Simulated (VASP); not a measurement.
# TePb (Pm-3m) in VASP: notebook, part 2 of 2

VASP 6.6.1. Earlier steps stand in the parts before.

## Step 4: Relaxation of cell and atoms, LDA, target pressure 17.6 GPa, at which the enthalpy is minimised

The input, INCAR:

```
  PREC = Accurate
  ENCUT = 600
  EDIFF = 1E-6
  ISMEAR = 0
  SIGMA = 0.03
  LREAL = F
  LASPH = T
  NELM = 80
  ALGO = Normal
  ISIF = 3
  LWAVE = F
  LCHARG = F
  IBRION = 2
  NSW = 90
  EDIFFG = -0.01
  PSTRESS = 176.0
```

The input, KPOINTS:

```
Automatic mesh
0
Gamma
  8 8 8
```

The input, POSCAR:

```
TePb
1.0
    4.0022870000      0.0000000000      0.0000000000
    0.0000000000      4.0022870000      0.0000000000
    0.0000000000      0.0000000000      4.0022870000
Te Pb
1 1
Direct
    0.5000000000      0.5000000000      0.5000000000
    0.0000000000      0.0000000000      0.0000000000
```

Potentials or basis: VASP PAW LDA potentials, release 64 (Te, Pb_d).

On the command line:

```console
> cat potpaw_LDA.64/Te/POTCAR potpaw_LDA.64/Pb_d/POTCAR > POTCAR
> mpirun -np 1 vasp_std > vasp.out
```

OUTCAR:

```text
PREC = Accurate
   ENCUT = 600
   EDIFF = 1E-6
   ISMEAR = 0
   LREAL = F
   LASPH = T
   NELM = 80
   ISIF = 3
   IBRION = 2
   NSW = 90
   EDIFFG = -0.01
   PSTRESS = 176.0

 ion  position               nearest neighbor table
   1  0.500  0.500  0.500-   2 3.47   2 3.47   2 3.47   2 3.47   2 3.47   2 3.47   2 3.47   2 3.47

   2  0.000  0.000  0.000-   1 3.47   1 3.47   1 3.47   1 3.47   1 3.47   1 3.47   1 3.47   1 3.47

  LATTYP: Found a simple cubic cell.
 ALAT       =     4.0022870000

  Lattice vectors:

 A1 = (   4.0022870000,   0.0000000000,   0.0000000000)
 A2 = (   0.0000000000,   4.0022870000,   0.0000000000)
 A3 = (   0.0000000000,   0.0000000000,   4.0022870000)

Analysis of symmetry for initial positions (statically):
=====================================================================
 Subroutine PRICEL returns:
 Original cell was already a primitive cell.

 Routine SETGRP: Setting up the symmetry group for a
 simple cubic supercell.

 Subroutine GETGRP returns: Found 48 space group operations
 (whereof 48 operations were pure point group operations)
 out of a pool of 48 trial point group operations.

The static configuration has the point symmetry O_h .

Analysis of symmetry for dynamics (positions and initial velocities):
=====================================================================
 Subroutine PRICEL returns:
 Original cell was already a primitive cell.

 Routine SETGRP: Setting up the symmetry group for a
 simple cubic supercell.

 Subroutine GETGRP returns: Found 48 space group operations
 (whereof 48 operations were pure point group operations)
 out of a pool of 48 trial point group operations.

The dynamic configuration has the point symmetry O_h .

 Subroutine INISYM returns: Found 48 space group operations
 (whereof 48 operations are pure point group operations),
 and found     1 'primitive' translations

----------------------------------------------------------------------------------------

                                     Primitive cell

  volume of cell :      64.1098

  direct lattice vectors                    reciprocal lattice vectors
     4.002287000  0.000000000  0.000000000     0.249857144  0.000000000  0.000000000
     0.000000000  4.002287000  0.000000000     0.000000000  0.249857144  0.000000000
     0.000000000  0.000000000  4.002287000     0.000000000  0.000000000  0.249857144

  length of vectors
     4.002287000  4.002287000  4.002287000     0.249857144  0.249857144  0.249857144

  position of ions in fractional coordinates (direct lattice)
     0.500000000  0.500000000  0.500000000
     0.000000000  0.000000000  0.000000000

  ion indices of the primitive-cell ions
   primitive index   ion index
                 1           1
                 2           2

----------------------------------------------------------------------------------------

 KPOINTS: Automatic mesh

Automatic generation of k-mesh.
 Grid dimensions read from file:
 generate k-points for:    8    8    8

 Generating k-lattice:

  Cartesian coordinates                     Fractional coordinates (reciprocal lattice)
     0.031232143  0.000000000  0.000000000     0.125000000  0.000000000  0.000000000
     0.000000000  0.031232143  0.000000000     0.000000000  0.125000000  0.000000000
     0.000000000  0.000000000  0.031232143     0.000000000  0.000000000  0.125000000

  Length of vectors
     0.031232143  0.031232143  0.031232143

  Shift w.r.t. Gamma in fractional coordinates (k-lattice)
     0.000000000  0.000000000  0.000000000

 Subroutine IBZKPT returns following result:
 ===========================================

 Found     35 irreducible k-points:

 Following reciprocal coordinates:
            Coordinates               Weight
  0.000000  0.000000  0.000000      1.000000
  0.125000  0.000000  0.000000      6.000000
  0.250000  0.000000  0.000000      6.000000
  0.375000  0.000000  0.000000      6.000000
  0.500000  0.000000  0.000000      3.000000
  0.125000  0.125000  0.000000     12.000000
[... 16 lines left out ...]
  0.375000  0.375000  0.125000     24.000000
  0.500000  0.375000  0.125000     24.000000
 [... further k-points ...]
   k-points           NKPTS =     35   k-points in BZ     NKDIM =     35   number of bands    NBANDS=     14
   number of dos      NEDOS =    301   number of ions     NIONS =      2
   total plane-waves  NPLWV =  32768
   dimension x,y,z NGX =    32 NGY =   32 NGZ =   32
   dimension x,y,z NGXF=    64 NGYF=   64 NGZF=   64
   ions per type =               1   1
   NGX,Y,Z   is equivalent  to a cutoff of  13.29, 13.29, 13.29 a.u.
   NGXF,Y,Z  is equivalent  to a cutoff of  26.58, 26.58, 26.58 a.u.
 SYSTEM =  unknown system
   PREC   = accura    normal or accurate (medium, high low for compatibility)
   ISTART =      0    job   : 0-new  1-cont  2-samecut
   ICHARG =      2    charge: 1-file 2-atom 10-const
   ISPIN  =      1    spin polarized calculation?
   LNONCOLLINEAR =      F non collinear calculations
   LSORBIT =      F    spin-orbit coupling
   LASPH  =      T    aspherical Exc in radial PAW
   ENCUT  =  600.0 eV  44.10 Ry    6.64 a.u.   7.99  7.99  7.99*2*pi/ulx,y,z
   NELM   =     80;   NELMIN=  2; NELMDL= -5     # of ELM steps
   EDIFF  = 0.1E-05   stopping-criterion for ELM
   LREAL  =      F    real-space projection
   EDIFFG = -.1E-01   stopping-criterion for IOM
   NSW    =     90    number of steps for IOM
   IBRION =      2    ionic relax: 0-MD 1-quasi-New 2-CG
   NFREE  =      1    steps in history (QN), initial steepest desc. (CG)
   ISIF   =      3    stress and relaxation
   ISYM   =      2    0-nonsym 1-usesym 2-fastsym
   POTIM  = 0.5000    time-step for ionic-motion
   TEBEG  =    0.0;   TEEND  =   0.0 temperature during run
   PSTRESS=  176.0 pullay stress
   NELECT =      20.0000    total number of electrons
   NUPDOWN=      -1.0000    fix difference up-down
   EMIN   =  10.00;   EMAX   =-10.00  energy-range for DOS
   EFERMI =   0.00;   METHOD = LEGACY
   ISMEAR =     0;   SIGMA  =   0.03  broadening in eV -4-tet -1-fermi 0-gaus
   EFERMI_NEDOS =   21; number of points for ismear=-14 and -15
   IALGO  =     38    algorithm
   IMIX   =      4    mixing-type and parameters
     AMIX     =   0.40;   BMIX     =  1.00
     AMIX_MAG =   1.60;   BMIX_MAG =  1.00
  volume/ion in A,a.u.               =      32.05       216.32
  Fermi-wavevector in a.u.,A,eV,Ry     =   1.110307  2.098177 16.773027  1.232783
  Thomas-Fermi vector in A             =   2.246857
   LORBIT       =      0    0 simple, 1 ext, 2 COOP (PROOUT), +10 PAW based schemes
   GGA     = CA    functional components
   LHFCALC =     F    Hartree Fock is set to
   AEXX    =    0.0000 exact exchange contribution
   IVDW    =     0    specifies the selected vdW correction
   LEPSILON=     F    determine dielectric tensor
   LRPA    =     F    only Hartree local field effects (RPA)
 conjugate gradient relaxation of ions
 non-spin polarized calculation
 Gauss-broadening in eV      SIGMA  =   0.03
  energy-cutoff  :      600.00
  volume of cell :       64.11
 maximum number of plane-waves:      2176
 NGX is ok and might be reduce to    32
   NGX = 15   NGY = 15   NGZ = 15

--------------------------------------- Ionic step        1  -------------------------------------------

 number of electron      20.0000004 magnetization

 Free energy of the ion-electron system (eV)
  ---------------------------------------------------
  ext. energy  EPLUGINS =         0.00000000
  ---------------------------------------------------
  free energy    TOTEN  =        -8.30086465 eV

  energy without entropy =       -8.30015917  energy(sigma->0) =       -8.30051191

 E-fermi :   6.1957     XC(G=0):  -9.9277

 val. band max:        6.1252286837   @ k =   0.2500   0.1250   0.1250
 cond. band min:       6.2105693082   @ k =   0.3750   0.3750   0.3750
 fundamental gap:      0.0853406245
 Fermi energy:         6.1957271783

 k-point     1 :       0.0000    0.0000    0.0000
  band No.  band energies     occupation
      1     -10.9171      2.00000
      2     -10.9171      2.00000
      3     -10.8350      2.00000
      4     -10.8350      2.00000
      5     -10.8350      2.00000
      6      -6.0074      2.00000
      7      -0.6687      2.00000
      8       4.6089      2.00000
      9       4.6089      2.00000
     10       4.6089      2.00000
     11      10.2035      0.00000
     12      10.2035      0.00000
[... 959 lines left out ...]
  enthalpy is  TOTEN    =        -2.7032243325 eV   P V=        5.2405636478

--------------------------------------- Ionic step        5  -------------------------------------------

 number of electron      20.0000001 magnetization

 Free energy of the ion-electron system (eV)
  ---------------------------------------------------
  ext. energy  EPLUGINS =         0.00000000
  ---------------------------------------------------
  free energy    TOTEN  =        -7.89689715 eV

  energy without entropy =       -7.89665685  energy(sigma->0) =       -7.89677700

 E-fermi :  10.1403     XC(G=0): -11.3603

 val. band max:       10.1059743620   @ k =   0.5000   0.0000   0.0000
 cond. band min:      10.1663933974   @ k =   0.5000   0.1250   0.0000
 fundamental gap:      0.0604190354
 Fermi energy:        10.1403267498

 k-point     1 :       0.0000    0.0000    0.0000
  band No.  band energies     occupation
      1      -6.9550      2.00000
      2      -6.9550      2.00000
      3      -6.7360      2.00000
      4      -6.7360      2.00000
      5      -6.7360      2.00000
      6      -4.3768      2.00000
      7       4.5092      2.00000
      8       7.8579      2.00000
      9       7.8579      2.00000
     10       7.8579      2.00000
     11      13.8110      0.00000
     12      13.8110      0.00000
[... 422 lines left out ...]
  FREE ENERGIE OF THE ION-ELECTRON SYSTEM (eV)
  ---------------------------------------------------
  free  energy   TOTEN  =        -7.8968971514 eV

  energy  without entropy=       -7.8966568474  energy(sigma->0) =       -7.89677700

  enthalpy is  TOTEN    =        -2.7048656419 eV   P V=        5.1920315095

 reached required accuracy - stopping structural energy minimisation
```

OSZICAR:

```text
N       E                     dE             d eps       ncg     rms          rms(c)
DAV:   1     0.156861408316E+03    0.15686E+03   -0.10182E+04   980   0.156E+03
[... 50 lines left out ...]
       N       E                     dE             d eps       ncg     rms          rms(c)
DAV:   1    -0.791238195557E+01    0.31406E-01   -0.49439E-01  1196   0.137E+01    0.697E-01
DAV:   2    -0.789908170216E+01    0.13300E-01   -0.28427E-02  1190   0.360E+00    0.241E-01
DAV:   3    -0.789689475386E+01    0.21869E-02   -0.87841E-03  1184   0.181E+00    0.404E-02
DAV:   4    -0.789689362733E+01    0.11265E-05   -0.17298E-04   992   0.134E-01    0.498E-02
DAV:   5    -0.789689748680E+01   -0.38595E-05   -0.33434E-05  1348   0.693E-02    0.133E-02
DAV:   6    -0.789689715138E+01    0.33542E-06   -0.49465E-06  1124   0.398E-02
   5 F= -.27048656E+01 E0= -.27047455E+01  d E =-.144650E+01
```

Wall time 72 s (1 thread of Intel Xeon Platinum 8175M at 2.50GHz (Skylake/Cascade Lake), shared host); peak memory 0.2 GiB.

Results:

| Item | Value |
| --- | --- |
| Free energy | -7.8969 eV |
| Relaxed volume | 23.63 Å³/atom |
| Relaxed cell | a = 3.616 Å, b = 3.616 Å, c = 3.616 Å, α = 90.00°, β = 90.00°, γ = 90.00° |
| Space group after relaxing (to 0.05 Å) | Pm-3m (No. 221) |
| Energy change on relaxing (the enthalpy is what falls) | +202.0 meV/atom |
| Ionic steps | 5 |
| Pressure after relaxing | 17.6 GPa |
| Band gap on the k mesh | none (metal or under the smearing width) |

The path:
```csv
step,energy change (eV),largest force (eV/Å),pressure (GPa),volume (Å³)
1,0.0000,0.0000,-3.79,64.11
2,5.7435,0.0000,126.63,32.03
3,0.2773,0.0000,14.25,48.54
4,0.3571,0.0000,16.40,47.71
5,0.4040,0.0000,17.62,47.26
```

Final structure:
```
CELL_PARAMETERS angstrom
3.61558 0.00000 0.00000
0.00000 3.61558 0.00000
0.00000 0.00000 3.61558
ATOMIC_POSITIONS crystal
Te 0.50000 0.50000 0.50000
Pb 0.00000 0.00000 0.00000
```

Levels at points of the mesh, in eV from the Fermi level:
| k point | band 8 | band 9 | band 10 | band 11 | band 12 | band 13 |
| --- | --- | --- | --- | --- | --- | --- |
| (0.00, 0.00, 0.00) | -2.28 | -2.28 | -2.28 | 3.67 | 3.67 | 7.57 |
| (0.50, 0.00, 0.00) | -0.03 | -0.03 | 0.16 | 0.80 | 2.65 | 2.65 |
| (0.50, 0.50, 0.00) | -6.27 | -6.27 | 0.43 | 4.60 | 4.64 | 4.64 |
| (0.50, 0.50, 0.50) | -3.45 | -3.45 | -3.45 | -2.03 | -2.03 | -2.03 |

Caveat: the cell is relaxed towards a set pressure, so the enthalpy falls and the energy may rise; the volume moved by over 15 % at a fixed basis, so the end points are rough. Spin-orbit coupling is left out, which matters for the levels of Pb, Te.

## Step 5: Relaxation of cell and atoms, LDA, target pressure 17.6 GPa, at which the enthalpy is minimised

This run uses another cell than the first one, of 23.63 Å³/atom, 0.737 times its volume.

INCAR, as its differences from that of step 4:

```diff
@@ -2,3 +2,3 @@
   ENCUT = 600
-  EDIFF = 1E-6
+  EDIFF = 1E-7
   ISMEAR = 0
@@ -14,3 +14,3 @@
   NSW = 90
-  EDIFFG = -0.01
+  EDIFFG = -0.005
   PSTRESS = 176.0
```

KPOINTS is that of step 4.

The input, POSCAR:

```
TePb                                    
1.0
    3.6155836295      0.0000000000      0.0000000000
   -0.0000000000      3.6155836295     -0.0000000000
    0.0000000000      0.0000000000      3.6155836295
  Te              Pb            
     1     1
Direct
     0.5000000000000000    0.5000000000000000    0.5000000000000000
     0.0000000000000000    0.0000000000000000    0.0000000000000000
```

On the command line:

```console
> cat potpaw_LDA.64/Te/POTCAR potpaw_LDA.64/Pb_d/POTCAR > POTCAR
> mpirun -np 1 vasp_std > vasp.out
```

Run time: 31 s. Hardware: 1 thread of Intel Xeon Platinum 8175M at 2.50GHz (Skylake/Cascade Lake), shared host; peak memory 0.17 GiB.

It converged, with:

```yaml
Free_energy: -7.8962 eV
Pressure_after_relaxing: 17.6 GPa
Band_gap_on_the_k_mesh: none (metal or under the smearing width)
```

Final structure:
```
CELL_PARAMETERS angstrom
3.61558 0.00000 0.00000
0.00000 3.61558 0.00000
0.00000 0.00000 3.61558
ATOMIC_POSITIONS crystal
Te 0.50000 0.50000 0.50000
Pb 0.00000 0.00000 0.00000
```

Levels at points of the mesh, in eV from the Fermi level:
```tsv
k point	band 8	band 9	band 10	band 11	band 12	band 13
(0.00, 0.00, 0.00)	-2.28	-2.28	-2.28	3.67	3.67	7.57
(0.50, 0.00, 0.00)	-0.03	-0.03	0.16	0.80	2.65	2.65
(0.50, 0.50, 0.00)	-6.27	-6.27	0.43	4.60	4.64	4.64
(0.50, 0.50, 0.50)	-3.45	-3.45	-3.45	-2.03	-2.03	-2.03
```

Caveat: the relaxation stopped at its first step, so nothing moved; the cell is relaxed towards a set pressure, so the enthalpy falls and the energy may rise.
